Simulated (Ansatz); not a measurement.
**A faulty run on P6_3/mmc (COD entry) MoS2, displaced supercell (54 atoms)**

Program: Ansatz 0.2.0. The cell: 18 Mo and 36 S.

The database entry behind the starting cell differs from later determinations by our own check (about 0.3 % long), so it need not match the best structure at ambient conditions.

input.yaml

```yaml
crystal:
  lattice:
    - [9.507, 0.0, 0.0]
    - [-4.7535, 8.2333, 0.0]
    - [0.0, 0.0, 12.324]
  atoms:
    - { symbol: Mo, position: [0.11727, 0.21937, 0.24637] }
    - { symbol: Mo, position: [0.22429, 0.10544, 0.75301] }
    - { symbol: S, position: [0.11327, 0.22208, 0.62478] }
    - { symbol: S, position: [0.24286, 0.11507, 0.12834] }
    - { symbol: S, position: [0.23131, 0.10667, 0.38955] }
    - { symbol: S, position: [0.12504, 0.22295, 0.87407] }
    - { symbol: Mo, position: [0.12977, 0.55752, 0.24239] }
    - { symbol: Mo, position: [0.21865, 0.44857, 0.75407] }
    - { symbol: S, position: [0.112, 0.56149, 0.62486] }
    - { symbol: S, position: [0.23662, 0.44055, 0.11737] }
    - { symbol: S, position: [0.23124, 0.43238, 0.36815] }
    - { symbol: S, position: [0.1138, 0.56114, 0.87559] }
    - { symbol: Mo, position: [0.11735, 0.8867, 0.24545] }
    - { symbol: Mo, position: [0.22688, 0.77804, 0.75981] }
    - { symbol: S, position: [0.12404, 0.87815, 0.62701] }
    - { symbol: S, position: [0.23048, 0.77414, 0.12701] }
    - { symbol: S, position: [0.21735, 0.76466, 0.38024] }
    - { symbol: S, position: [0.1088, 0.89708, 0.88235] }
    [... 30 atom lines left out ...]
    - { symbol: Mo, position: [0.77251, 0.88076, 0.24656] }
    - { symbol: Mo, position: [0.90378, 0.78119, 0.75839] }
    - { symbol: S, position: [0.78342, 0.88028, 0.63321] }
    - { symbol: S, position: [0.8983, 0.78434, 0.13042] }
    - { symbol: S, position: [0.87468, 0.77002, 0.37266] }
    - { symbol: S, position: [0.80349, 0.89538, 0.8876] }
kpoints:
  mp_grid: { grid: [2, 2, 1] }
hamiltonian:
  xc: rpbe
scf:
  max_iter: 80
output:
  forces: true
```

The run is started by

```bash
> ansatz run input.yaml --threads 8 --pin off --max-ram 15872MiB --backend cpu --events-out ev --progress --plain --runs-dir out
```

The log of the run:

```text
Error: YAML parse error: `scf.occupations.method` is required: fixed only where the cell keeps a band gap throughout the run, explicit beside scf.occupations.values (under evaluate: without them), else a smearing such as fermi_dirac (scf.occupations.width is optional; its entry in the input reference gives the default)
```

Wall time 0.01 s (8 threads of Arm Neoverse V2, shared host); peak memory 0.13 GiB.

Q: Name the fault and the fix.

No occupation method: scf.occupations removed.

The fix is to set scf.occupations back to {"method": "fermi_dirac", "width": 0.05}.

The program refused it before any cycle.

[Logs are printed without paths, hosts, clocks, repeated set-up lines and the standing remarks that a program may print on its own settings, such as how far it seeks lower states.]

[Hosts, paths, dates, database ids (printed as entryN), source tags and the programs' standing remarks are cut or masked in the printed files.]
